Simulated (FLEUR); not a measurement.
BaTiO3:

```xyz
5
Lattice="2.8274 1.6324 2.3184 -2.8274 1.6324 2.3184 0.0000 -3.2648 2.3184" Properties=species:S:1:pos:R:3 pbc="T T T"
Ba    0.0000    0.0000    0.0000
Ti    0.0000    0.0000    3.3698
O     1.3885   -0.8017    2.3988
O    -1.3885   -0.8017    2.3988
O     0.0000    1.6033    2.3988
```

Base run:

```yaml
Program: FLEUR MaX-R8.1 (later development tree)
Functional: r2SCAN
Potentials_or_basis: all-electron
Basis: FLAPW
Kmax: 5.27 1/bohr
k_mesh: 7 × 7 × 7
Occupations: fermi-dirac, width 0.05 eV
Spin: no spin polarisation
```

Its results: band gap on the k mesh 2.85 eV, indirect (least direct gap 3.16 eV).

Q: The run is repeated on the same cell with these changes: functional from r2SCAN to LDA. What comes out?

A: Band gap on the k mesh 2.41 eV, indirect (least direct gap 2.70 eV).

r2SCAN gives the wider gap, since meta-GGAs in the generalised Kohn-Sham scheme recover part of the derivative discontinuity.

Caveats: spin-orbit coupling is left out, which moves the levels of the heavy elements; the meta-GGA is that of a development version, with a GGA for the radial functions and cores and without core tails (some runs).

A k mesh can miss the band edges.

Not every run made on this cell is shown here.
